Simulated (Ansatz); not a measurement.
# AlAs with an As vacancy: gradients before and after relaxing the atoms

Start: a supercell of AlAs (zinc blende type, F-43m) built from an entry of the Crystallography Open Database (COD), with all atoms left at the host's positions.

Space group F-43m (No. 216); a = 16.9824 Å.

| site | Wyckoff | site symmetry | x | y | z |
| --- | --- | --- | --- | --- | --- |
| Al1 | 16e | .3m | 0.4167 | 0.0833 | 0.4167 |
| Al3 | 24g | 2.mm | 0.7500 | 0.0833 | 0.7500 |
| Al5 | 48h | ..m | 0.7500 | 0.9167 | 0.5833 |
| Al14 | 4d | -43m | 0.7500 | 0.7500 | 0.7500 |
| Al18 | 16e | .3m | 0.0833 | 0.5833 | 0.9167 |
| As28 | 48h | ..m | 0.6667 | 0.0000 | 0.6667 |
| As31 | 16e | .3m | 0.8333 | 0.8333 | 0.6667 |
| As35 | 16e | .3m | 0.1667 | 0.6667 | 0.8333 |
| As41 | 24f | 2.mm | 0.0000 | 0.6667 | 0.0000 |

One atom of each set is listed; the run and its k-mesh use a cell of 53 atoms with edges of 12.01, 12.01, 12.01 Å.

Computed with Ansatz: DFT, PBE, plane waves and PAW, scalar-relativistic, 420 eV cutoff, Γ-centred 2×2×2 k-points, Fermi–Dirac smearing 0.01 eV, cell charge +3.

The largest force at the start is 0.36 eV/Å. Relaxing the ions at fixed cell moves them by 0.553 Å at most (atom 2, Al) and 0.158 Å rms.

```
site  moved (Å)  first shell before    first shell after  V_zz before (10²¹ V/m²)  η before
 Al1      0.553      3 As at 2.45 Å       3 As at 2.39 Å                     5.02      0.00
 Al3      0.009      4 As at 2.45 Å  4 As at 2.45–2.47 Å                    -0.38      1.00
 Al5      0.061      4 As at 2.45 Å  4 As at 2.42–2.45 Å                   -0.070      0.84
As28      0.065      4 Al at 2.45 Å  4 Al at 2.39–2.47 Å                     5.79      0.00
As31      0.010      4 Al at 2.45 Å       4 Al at 2.44 Å                     0.25      0.00
As35      0.002      4 Al at 2.45 Å  4 Al at 2.44–2.45 Å                     0.17      0.00
As41      0.028      4 Al at 2.45 Å  4 Al at 2.42–2.44 Å                    -0.18      0.00
```

(1) How do the gradients change?

## Answers

(1) 

| site | V_zz after | η after | change of V_zz |
| --- | --- | --- | --- |
| Al1 | 8.04 | 0.00 | +3.02 |
| Al3 | 0.61 | 0.30 | – |
| Al5 | -0.84 | 0.75 | -0.77 |
| As28 | -4.14 | 0.55 | – |
| As31 | -0.73 | 0.00 | -0.98 |
| As35 | -0.94 | 0.00 | -1.11 |
| As41 | 0.60 | 0.32 | – |

The largest change of V_zz along a kept axis is on Al1, from 5.02 to 8.04. In per cent, |V_zz| changes by +60 on Al (all sites that start above 2, bar those whose gradient vanishes or changes sign or whose main axis turns by over 40°). V_zz changes sign on As31 (same axis), As35 (same axis). On As28, Al3, As41 the largest principal value lies along another axis in the second run, so the two V_zz can't be compared directly. Sites with |V_zz| of 0.02 or less aren't listed. The electronic state changes along with the positions (a gap opens), so the changes aren't those of geometry alone.

The defect repeats with the cell of 53 atoms, so it feels its images: sites between two images don't show the values beside a lone defect, and zeros or small values of η there can come from the images' arrangement. A uniform background compensates the cell's charge.
Before: The run isn't spin-polarised, and a state with spin may lie lower. The defect cell has no gap above 0.1 eV on its mesh, so the values can hang on the smearing and the k-mesh. The neighbours have not yet relaxed around the defect (largest force 0.36 eV/Å), so a real crystal will differ.
After: With a gap of 0.8 eV on this mesh, small gradients can still move by 0.1 × 10²¹ V/m² or more as the k-mesh gets denser.
